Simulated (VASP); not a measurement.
Here is a VASP 6.6.1 calculation.

Contents of INCAR:

```
  ALGO = Fast
  DIPOL = 0.5 0.5 0.500
  EDIFF = 1E-6
  ENCUT = 520
  GGA = PS
  ICORELEVEL = 1
  IDIPOL = 3
  ISIF = 2
  ISMEAR = 0
  KPAR = 2
  LASPH = True
  LCHARG = False
  LDIPOL = True
  LREAL = False
  LVACPOTAV = True
  LVHAR = True
  LWAVE = False
  NBANDS = 61
  NELM = 80
  PREC = Accurate
  SIGMA = 0.03
```

KPOINTS

```
k-points
0
Gamma
  6 6 1
```

The input POSCAR:

```
PbSe
1.0
    4.3161656500      0.0000000000      0.0000000000
    0.0000000000      4.3161656500      0.0000000000
    0.0000000000      0.0000000000     27.2079600000
Pb Se
5 5
Direct
    0.5000000000      0.5000000000      0.2756546200
    0.0000000000      0.0000000000      0.3878273100
    0.5000000000      0.5000000000      0.5000000000
    0.0000000000      0.0000000000      0.6121726900
    0.5000000000      0.5000000000      0.7243453800
    0.0000000000      0.0000000000      0.2756546200
    0.5000000000      0.5000000000      0.3878273100
    0.0000000000      0.0000000000      0.5000000000
    0.5000000000      0.5000000000      0.6121726900
    0.0000000000      0.0000000000      0.7243453800
```

Potentials or basis: VASP PAW PBE potentials, release 64 (Pb_d, Se).

Command:

```sh
$ cat potpaw_PBE.64/Pb_d/POTCAR potpaw_PBE.64/Se/POTCAR > POTCAR
$ mpirun -np 2 vasp_std > vasp.out
```

Question: What does it give for the band gap on the k mesh?

Answer: 0.61 eV, direct.

Question: Estimate the largest force.

Answer: 0.410 eV/Å.

Core levels (eV, on the scale of the bands):
```
atom                                                                                                                                      levels
1 Pb  1s -88086.7, 2s -15748.2, 2p -13503.0, 3s -3776.4, 3p -3133.0, 3d -2478.0, 4s -851.0, 4p -640.2, 4d -396.6, 4f -127.6, 5s -138.8, 5p -80.5
2 Pb  1s -88086.5, 2s -15748.0, 2p -13502.7, 3s -3776.2, 3p -3132.7, 3d -2477.8, 4s -850.7, 4p -639.9, 4d -396.3, 4f -127.4, 5s -138.5, 5p -80.2
3 Pb  1s -88086.6, 2s -15748.1, 2p -13502.9, 3s -3776.4, 3p -3132.9, 3d -2478.0, 4s -850.9, 4p -640.1, 4d -396.5, 4f -127.5, 5s -138.7, 5p -80.4
4 Pb  1s -88086.5, 2s -15748.0, 2p -13502.7, 3s -3776.2, 3p -3132.7, 3d -2477.8, 4s -850.7, 4p -639.9, 4d -396.3, 4f -127.4, 5s -138.5, 5p -80.2
5 Pb  1s -88086.7, 2s -15748.2, 2p -13503.0, 3s -3776.4, 3p -3133.0, 3d -2478.0, 4s -851.0, 4p -640.2, 4d -396.6, 4f -127.6, 5s -138.8, 5p -80.5
6 Se                                                                         1s -12496.1, 2s -1599.6, 2p -1405.9, 3s -206.2, 3p -145.7, 3d -45.9
```

Caveat: the PAW data sets were made with another functional, which shifts forces and pressure a little; spin-orbit coupling is left out, which as a rule narrows the gap of such compounds by several tenths of an eV.
